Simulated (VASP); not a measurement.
# SiC (Moissanite 3C) (F-43m) in VASP: notebook, part 2 of 2

VASP 6.6.1. The steps go on from the part before.

### 5 Relaxation of cell and atoms, PW91

INCAR

```
SYSTEM = SiC
  PREC = Accurate
  ENCUT = 600
  EDIFF = 1E-6
  ISMEAR = -1
  SIGMA = 0.05
  LREAL = .FALSE.
  LASPH = .TRUE.
  NELM = 60
  ALGO = Fast
  ISIF = 3
  LWAVE = .FALSE.
  LCHARG = .FALSE.
  GGA = 91
  IBRION = 2
  NSW = 60
  EDIFFG = -0.005
```

KPOINTS

```
Automatic mesh
0
G
  10 10 10
  0 0 0
```

POSCAR

```
SiC
1.0
    0.0000000000      2.1790000000      2.1790000000
    2.1790000000      0.0000000000      2.1790000000
    2.1790000000      2.1790000000      0.0000000000
Si C
1 1
Direct
    0.0000000000      0.0000000000      0.0000000000
    0.7500000000      0.7500000000      0.7500000000
```

Potentials or basis: VASP PAW PBE potentials, release 64 (Si, C).

Command:

```
> cat potpaw_PBE.64/Si/POTCAR potpaw_PBE.64/C/POTCAR > POTCAR
> mpirun -np 1 vasp_std > vasp.out
```

OUTCAR:

```text
SYSTEM = SiC
   PREC = Accurate
   ENCUT = 600
   EDIFF = 1E-6
   ISMEAR = -1
   LREAL = .FALSE.
   LASPH = .TRUE.
   NELM = 60
   ISIF = 3
   GGA = 91
   IBRION = 2
   NSW = 60
   EDIFFG = -0.005

 ion  position               nearest neighbor table
   1  0.000  0.000  0.000-   2 1.89   2 1.89   2 1.89   2 1.89
   2  0.750  0.750  0.750-   1 1.89   1 1.89   1 1.89   1 1.89

  LATTYP: Found a face centered cubic cell.
 ALAT       =     4.3580000000

  Lattice vectors:

 A1 = (   0.0000000000,   2.1790000000,   2.1790000000)
 A2 = (   2.1790000000,   0.0000000000,   2.1790000000)
 A3 = (   2.1790000000,   2.1790000000,   0.0000000000)

Analysis of symmetry for initial positions (statically):
=====================================================================
 Subroutine PRICEL returns:
 Original cell was already a primitive cell.

 Routine SETGRP: Setting up the symmetry group for a
 face centered cubic supercell.

 Subroutine GETGRP returns: Found 24 space group operations
 (whereof 24 operations were pure point group operations)
 out of a pool of 48 trial point group operations.

The static configuration has the point symmetry T_d .

Analysis of symmetry for dynamics (positions and initial velocities):
=====================================================================
 Subroutine PRICEL returns:
 Original cell was already a primitive cell.

 Routine SETGRP: Setting up the symmetry group for a
 face centered cubic supercell.

 Subroutine GETGRP returns: Found 24 space group operations
 (whereof 24 operations were pure point group operations)
 out of a pool of 48 trial point group operations.

The dynamic configuration has the point symmetry T_d .

 Subroutine INISYM returns: Found 24 space group operations
 (whereof 24 operations are pure point group operations),
 and found     1 'primitive' translations

[... 130 lines left out ...]
 maximum number of plane-waves:       701
 NGX is ok and might be reduce to    28
   NGX = 13   NGY = 13   NGZ = 13

--------------------------------------- Ionic step        1  -------------------------------------------

 number of electron       8.0000000 magnetization

 Free energy of the ion-electron system (eV)
  ---------------------------------------------------
  ext. energy  EPLUGINS =         0.00000000
  ---------------------------------------------------
  free energy    TOTEN  =       -15.07290671 eV

  energy without entropy =      -15.07290669  energy(sigma->0) =      -15.07290670

------------------------ aborting loop because EDIFF is reached ----------------------------------------

  FORCE on cell =-STRESS in cart. coord.  units (eV):
  Direction    XX          YY          ZZ          XY          YZ          ZX
  --------------------------------------------------------------------------------------
  -------------------------------------------------------------------------------------
  Total        0.4166281      0.4166281      0.4166281     -0.0000000      0.0000000     -0.0000000
  in kB       32.2594880     32.2594880     32.2594880     -0.0000000      0.0000000     -0.0000000
  external PRESSURE =      32.2594880 kB  Pullay stress =       0.0000000 kB
[... 59 lines left out ...]
--------------------------------------- Ionic step        3  -------------------------------------------

 number of electron       8.0000000 magnetization

 Free energy of the ion-electron system (eV)
  ---------------------------------------------------
  ext. energy  EPLUGINS =         0.00000000
  ---------------------------------------------------
  free energy    TOTEN  =       -15.07595398 eV

  energy without entropy =      -15.07595397  energy(sigma->0) =      -15.07595397

 E-fermi :   8.6208     XC(G=0): -11.2991

 val. band max:        7.8977882237   @ k =   0.0000   0.0000   0.0000
 cond. band min:       9.3057247534   @ k =   0.5000   0.5000   0.0000
 fundamental gap:      1.4079365297
 Fermi energy:         8.6208463960

 k-point     1 :       0.0000    0.0000    0.0000
  band No.  band energies     occupation
      1      -7.3636      2.00000
      2       7.8978      2.00000
      3       7.8978      2.00000
      4       7.8978      2.00000
      5      13.9746      0.00000
      6      15.1093      0.00000
      7      15.1093      0.00000
      8      15.1093      0.00000
[... 243 lines left out ...]
 k-point    24 :       0.4000    0.3000    0.0000
  band No.  band energies     occupation
      1      -4.2659      2.00000
      2       2.3469      2.00000
      3       4.7851      2.00000
      4       5.3023      2.00000
      5      10.7877      0.00000
      6      13.4821      0.00000
      7      19.3571      0.00000
      8      19.6882      0.00000

 [... further k-points ...]

------------------------ aborting loop because EDIFF is reached ----------------------------------------

  FORCE on cell =-STRESS in cart. coord.  units (eV):
  Direction    XX          YY          ZZ          XY          YZ          ZX
  --------------------------------------------------------------------------------------
  -------------------------------------------------------------------------------------
  Total        0.0012240      0.0012240      0.0012240      0.0000000      0.0000000      0.0000000
  in kB        0.0933834      0.0933834      0.0933834      0.0000000      0.0000000      0.0000000
  external PRESSURE =       0.0933834 kB  Pullay stress =       0.0000000 kB
[... 17 lines left out ...]
  FREE ENERGIE OF THE ION-ELECTRON SYSTEM (eV)
  ---------------------------------------------------
  free  energy   TOTEN  =       -15.0759539796 eV

  energy  without entropy=      -15.0759539691  energy(sigma->0) =      -15.07595397

 reached required accuracy - stopping structural energy minimisation
```

OSZICAR:

```text
N       E                     dE             d eps       ncg     rms          rms(c)
DAV:   1     0.674205761354E+01    0.67421E+01   -0.44026E+03   768   0.950E+02
DAV:   2    -0.165664684580E+02   -0.23309E+02   -0.22277E+02  1072   0.115E+02
DAV:   3    -0.169913057346E+02   -0.42484E+00   -0.42484E+00   880   0.192E+01
DAV:   4    -0.169927179449E+02   -0.14122E-02   -0.14122E-02  1128   0.118E+00
[... 22 lines left out ...]
RMM:   2    -0.150762077851E+02    0.11166E-02   -0.12928E-03   752   0.300E-01    0.138E-01
RMM:   3    -0.150759928639E+02    0.21492E-03   -0.48563E-04   752   0.184E-01    0.346E-02
RMM:   4    -0.150759541727E+02    0.38691E-04   -0.52088E-05   752   0.631E-02    0.147E-02
RMM:   5    -0.150759531570E+02    0.10157E-05   -0.10150E-05   752   0.280E-02    0.134E-02
RMM:   6    -0.150759539796E+02   -0.82256E-06   -0.18328E-06   577   0.132E-02
   3 F= -.15075954E+02 E0= -.15075954E+02  d E =-.304727E-02
```

Run time: 21 s. Hardware: 1 thread of Intel Xeon Platinum 8375C at 2.90GHz (Ice Lake), shared host; peak memory 0.15 GiB.

Results:

```
Free energy                            : -15.0760 eV
Relaxed volume                         : 10.50 Å³/atom
Relaxed cell                           : a = 3.097 Å, b = 3.097 Å, c = 3.097 Å, α = 60.00°, β = 60.00°, γ = 60.00°
Space group after relaxing (to 0.05 Å) : F-43m (No. 216)
Energy gained by relaxing              : 1.5 meV/atom
Ionic steps                            : 3
Pressure after relaxing                : 0.0 GPa
Band gap on the k mesh                 : 1.41 eV, indirect (least direct gap 4.56 eV)
```

The path:
```tsv
step	energy change (eV)	largest force (eV/Å)	pressure (GPa)	volume (Å³)
1	0.0000	0.0000	3.23	20.69
2	0.0002	0.0000	-3.17	21.32
3	-0.0030	0.0000	0.01	21.00
```

Final structure:
```xyz
2
Lattice="0.0000 2.1898 2.1898 2.1898 0.0000 2.1898 2.1898 2.1898 0.0000" Properties=species:S:1:pos:R:3 pbc="T T T"
Si    0.0000    0.0000    0.0000
C     3.2847    3.2847    3.2847
```

Caveat: the PAW data sets were made with another functional, which shifts forces and pressure a little.

### 6 Relaxation of cell and atoms, AM05

INCAR

```
PREC = Accurate
ENCUT = 600
EDIFF = 1E-6
ISMEAR = -1
SIGMA = 0.05
LREAL = F
LASPH = T
NELM = 80
ALGO = Normal
ISIF = 3
LWAVE = F
LCHARG = F
GGA = AM
IBRION = 2
NSW = 60
EDIFFG = -0.005
```

KPOINTS

```
Automatic mesh
0
Gamma
  10 10 10
```

POSCAR is that of step 5.

Potentials or basis: VASP PAW PBE potentials, release 64 (Si, C).

Command:

```
> cat potpaw_PBE.64/Si/POTCAR potpaw_PBE.64/C/POTCAR > POTCAR
> mpirun -np 1 vasp_std > vasp.out
```

OUTCAR:

```text
PREC = Accurate
   ENCUT = 600
   EDIFF = 1E-6
   ISMEAR = -1
   LREAL = F
   LASPH = T
   NELM = 80
   ISIF = 3
   GGA = AM
   IBRION = 2
   NSW = 60
   EDIFFG = -0.005

 ion  position               nearest neighbor table
   1  0.000  0.000  0.000-   2 1.89   2 1.89   2 1.89   2 1.89
   2  0.750  0.750  0.750-   1 1.89   1 1.89   1 1.89   1 1.89

  LATTYP: Found a face centered cubic cell.
 ALAT       =     4.3580000000

  Lattice vectors:

 A1 = (   0.0000000000,   2.1790000000,   2.1790000000)
 A2 = (   2.1790000000,   0.0000000000,   2.1790000000)
 A3 = (   2.1790000000,   2.1790000000,   0.0000000000)

Analysis of symmetry for initial positions (statically):
=====================================================================
 Subroutine PRICEL returns:
 Original cell was already a primitive cell.

 Routine SETGRP: Setting up the symmetry group for a
 face centered cubic supercell.

 Subroutine GETGRP returns: Found 24 space group operations
 (whereof 24 operations were pure point group operations)
 out of a pool of 48 trial point group operations.

The static configuration has the point symmetry T_d .

Analysis of symmetry for dynamics (positions and initial velocities):
[... 170 lines left out ...]
  in kB       -4.3559549     -4.3559549     -4.3559549     -0.0000000     -0.0000000      0.0000000
  external PRESSURE =      -4.3559549 kB  Pullay stress =       0.0000000 kB
[... 59 lines left out ...]
--------------------------------------- Ionic step        3  -------------------------------------------

 number of electron       8.0000000 magnetization

 Free energy of the ion-electron system (eV)
  ---------------------------------------------------
  ext. energy  EPLUGINS =         0.00000000
  ---------------------------------------------------
  free energy    TOTEN  =       -15.58533195 eV

  energy without entropy =      -15.58533190  energy(sigma->0) =      -15.58533192

 E-fermi :   8.7408     XC(G=0): -11.4844

 val. band max:        8.1049482202   @ k =   0.0000   0.0000   0.0000
 cond. band min:       9.3376095621   @ k =   0.5000   0.5000   0.0000
 fundamental gap:      1.2326613419
 Fermi energy:         8.7408487772

 k-point     1 :       0.0000    0.0000    0.0000
  band No.  band energies     occupation
      1      -7.3145      2.00000
      2       8.1049      1.99999
      3       8.1049      1.99999
      4       8.1049      1.99999
      5      14.3685      0.00000
      6      15.3567      0.00000
      7      15.3567      0.00000
      8      15.3567      0.00000
[... 243 lines left out ...]
 k-point    24 :       0.4000    0.3000    0.0000
  band No.  band energies     occupation
      1      -4.1487      2.00000
      2       2.5318      2.00000
      3       4.9164      2.00000
      4       5.4532      2.00000
      5      10.8641      0.00000
      6      13.6470      0.00000
      7      19.6968      0.00000
      8      19.9878      0.00000

 [... further k-points ...]

------------------------ aborting loop because EDIFF is reached ----------------------------------------

  FORCE on cell =-STRESS in cart. coord.  units (eV):
  Direction    XX          YY          ZZ          XY          YZ          ZX
  --------------------------------------------------------------------------------------
  -------------------------------------------------------------------------------------
  Total        0.0013192      0.0013192      0.0013192      0.0000000     -0.0000000      0.0000000
  in kB        0.1023545      0.1023545      0.1023545      0.0000000     -0.0000000      0.0000000
  external PRESSURE =       0.1023545 kB  Pullay stress =       0.0000000 kB
[... 17 lines left out ...]
  FREE ENERGIE OF THE ION-ELECTRON SYSTEM (eV)
  ---------------------------------------------------
  free  energy   TOTEN  =       -15.5853319511 eV

  energy  without entropy=      -15.5853318966  energy(sigma->0) =      -15.58533192

 reached required accuracy - stopping structural energy minimisation
```

OSZICAR:

```text
N       E                     dE             d eps       ncg     rms          rms(c)
DAV:   1     0.645825641317E+01    0.64583E+01   -0.43971E+03   760   0.950E+02
DAV:   2    -0.169030683057E+02   -0.23361E+02   -0.22318E+02  1080   0.115E+02
DAV:   3    -0.173154998463E+02   -0.41243E+00   -0.41243E+00   864   0.190E+01
[... 17 lines left out ...]
       N       E                     dE             d eps       ncg     rms          rms(c)
DAV:   1    -0.155853582217E+02   -0.86267E-04   -0.11300E-03   784   0.294E-01    0.380E-02
DAV:   2    -0.155853375645E+02    0.20657E-04   -0.50610E-05   928   0.475E-02    0.186E-02
DAV:   3    -0.155853328815E+02    0.46831E-05   -0.69585E-06   928   0.189E-02    0.456E-03
DAV:   4    -0.155853319511E+02    0.93034E-06   -0.94002E-07   432   0.615E-03
   3 F= -.15585332E+02 E0= -.15585332E+02  d E =-.586182E-04
```

Wall time 21 s (1 thread of Intel Xeon Platinum 8375C at 2.90GHz (Ice Lake), shared host); peak memory 0.15 GiB.

Results:

* Free energy: -15.5853 eV
* Relaxed volume: 10.32 Å³/atom
* Relaxed cell: a = 3.079 Å, b = 3.079 Å, c = 3.079 Å, α = 60.00°, β = 60.00°, γ = 60.00°
* Space group after relaxing (to 0.05 Å): F-43m (No. 216)
* Energy gained by relaxing: 0.0 meV/atom
* Ionic steps: 3
* Pressure after relaxing: 0.0 GPa
* Band gap on the k mesh: 1.23 eV, indirect (least direct gap 4.45 eV)

Final structure:
```xyz
2
Lattice="0.0000 2.1775 2.1775 2.1775 0.0000 2.1775 2.1775 2.1775 0.0000" Properties=species:S:1:pos:R:3 pbc="T T T"
Si    0.0000    0.0000    0.0000
C     3.2663    3.2663    3.2663
```

Caveat: the PAW data sets were made with another functional, which shifts forces and pressure a little. A k mesh can miss the band edges.

### 7 For comparison

An earlier run on the cell as given: functional PBE; potentials or basis VASP PAW PBE potentials, release 64 (Si, C); cutoff 520 eV; k mesh 10 × 10 × 10; occupations fermi-dirac, width 0.05 eV; no spin polarisation.

- Pressure: 3.2 GPa
- Band gap on the k mesh: 1.36 eV, indirect (least direct gap 4.54 eV)

### 8 The runs side by side

| task | level | cell | cutoff (eV) | smearing | gap on the mesh (eV) | pressure (GPa) | relaxed volume (Å³/atom) |
| --- | --- | --- | --- | --- | --- | --- | --- |
| single point | PBE | as given | 520 | gaussian 0.011 eV | 1.36 | 3.2 | - |
| relaxation of cell and atoms | revPBE | relaxed | 600 | fermi-dirac 0.05 eV | 1.38 | 0.0 | 10.60 |
| relaxation of cell and atoms | BLYP | relaxed | 600 | fermi-dirac 0.05 eV | 1.73 | 0.0 | 10.76 |
| relaxation of cell and atoms | PW91 | relaxed | 600 | fermi-dirac 0.05 eV | 1.41 | 0.0 | 10.50 |
| relaxation of cell and atoms | AM05 | relaxed | 600 | fermi-dirac 0.05 eV | 1.23 | 0.0 | 10.32 |
| single point | PBE | as given | 520 | fermi-dirac 0.05 eV | 1.36 | 3.2 | - |

Alike in all rows: potentials or basis VASP PAW PBE potentials, release 64 (Si, C); no spin polarisation; k mesh 10 × 10 × 10.

Caveats: the PAW data sets were made with another functional, which shifts forces and pressure a little (some runs).

Absolute energies hang on the potentials; compare differences alone.

### 9 Against experiment

Step 2. Against the measured gap of SiC, 2.4 eV (indirect; quoted in “Insight into the structural, elastic and electronic properties of a new orthorhombic 6O-SiC polytype”, 2020, pmc:7200658), the calculated 1.36 eV is off by -1.04 eV. The value is that of PBE on a finite k mesh, which can miss the band edges, without temperature or zero-point motion. Semilocal functionals fall short of measured gaps as a rule.
